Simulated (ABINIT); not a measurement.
Runs of ABINIT 10.8.3 (patched build) on C. The structure is cubic, space group Fd-3m (No. 227). Conventional cell: a = 3.567 Å, b = 3.567 Å, c = 3.567 Å, α = 90.00°, β = 90.00°, γ = 90.00°. Around C (site symmetry -43m) lie 4 C at 1.54 Å. This isn't the form of C at room conditions, which is graphite.

```tsv
level	V0 of scaled cells (Å³/atom)	B0 (GPa)
PBE+D3(BJ)	5.62	455
PBE	(a)	435
PBE+D2	5.65	449
PBE+D3	5.65	(b)
```

Alike in all rows: task equation of state; potentials or basis JTH PAW PBE v2.0; no spin polarisation; cell as given; k mesh 13 × 13 × 13; cutoff (eV) 517; smearing fermi-dirac 0.05 eV.

Task: Estimate the missing entries.

Result: (a) 5.69; (b) 444.

Caveats: pressures at fixed basis lie under the slope of the energies; the atomic spheres overlap.
